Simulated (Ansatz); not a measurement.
W: phonon heat capacity and phonon entropy against temperature

Harmonic vibrational free energy, entropy and heat capacity at constant volume, per atom, from the force constants of a q mesh, imaginary modes left out; plane waves with PAW datasets, Gamma-centred k mesh. The results are calculated, by Ansatz 0.2.0.

Structure of every row (space group Im-3m, No. 229):
```
CELL_PARAMETERS angstrom
-1.56770 1.56770 1.56770
1.56770 -1.56770 1.56770
1.56770 1.56770 -1.56770
ATOMIC_POSITIONS crystal
W 0.00000 0.00000 0.00000
```

Settings of every row: functional LDA; dispersion none; spin none; wave cutoff 420 eV; k mesh 20x20x20; occupations fermi dirac; smearing width 0.15 eV; pressure 0 GPa; phonon method linear response; q mesh 2x2x2.

Limits: coarse q mesh; levels loosely converged; metal sensitive to the k mesh; the cell was measured well above room temperature; no spin-orbit coupling, which can matter with elements this heavy.

| row | temperature (K) | phonon heat capacity (kB/atom) | phonon entropy (kB/atom) | phonon free energy (meV/atom) |
| --- | --- | --- | --- | --- |
| 1 | 200 | 2.681 | 2.861 | 8.2 |
| 2 | 300 | ? | ? | ? |
| 3 | 400 | 2.915 | 4.817 | -59.7 |
| 4 | 500 | 2.945 | 5.472 | -104.1 |
| 5 | 600 | 2.962 | 6.01 | -153.7 |
| 6 | 700 | 2.972 | 6.468 | -207.5 |
| 7 | 800 | 2.978 | 6.865 | -265 |
| 8 | 900 | 2.983 | 7.216 | -325.7 |
| 9 | 1000 | 2.986 | 7.53 | -389.2 |

Question: what phonon heat capacity and phonon entropy should row 2 give?

Worked fit of phonon heat capacity. At high temperature a harmonic heat capacity falls short of its limit by a term in 1/T², so take t = (100 K / T)². The shown rows have t = 0.25, 0.0625, 0.04, 0.02778, 0.02041, 0.01562, 0.01235, 0.01. Least squares give phonon heat capacity = 2.9999 − 1.3858 × t + 0.441 × t² kB/atom; a straight line predicts inner rows, each left out in turn, worse (root mean square 0.0018 against 0.00027 kB/atom). All shown rows lie on it to the printed digit. The constant, 2.9999 kB/atom, is to be held against the harmonic limit of 3 k_B an atom. The withheld row has t = 0.11111, so the fit gives 2.9999 − 1.3858 × (0.11111) + 0.441 × (0.11111)² = 2.851 kB/atom.

The calculation gave 2.852 kB/atom. The fit lies 0.001 kB/atom (0.33 % of the column's range) below it, one unit of the last digit.

Worked fit of phonon entropy. Entropy rises as the heat capacity times the change of ln T, so take t = ln(T / 300 K). The shown rows have t = -0.4055, 0.2877, 0.5108, 0.6931, 0.8473, 0.9808, 1.0986, 1.204. Least squares give phonon entropy = 3.9995 + 2.84305 × t + 0.07725 × t² kB/atom; a straight line predicts inner rows, each left out in turn, worse (root mean square 0.021 against 0.0052 kB/atom). The rows lie off it by 0.002, -0.007, 0.000, 0.003, 0.004, 0.003, 0.000, -0.005 (root mean square 0.0037 kB/atom), a smooth pattern that one more power would take up: the form is only approximate. The slope at t = 0, 2.84 kB/atom, estimates the heat capacity at 300 K. The withheld row has t = 0, so the fit gives 3.9995 + 2.84305 × (0) + 0.07725 × (0)² = 3.999 kB/atom.

The calculation gave 3.987 kB/atom. The fit lies 0.012 kB/atom (0.26 % of the column's range) above it; its largest miss of a shown row is 0.007 kB/atom.

The other values of row 2: phonon free energy -21.6 meV/atom.
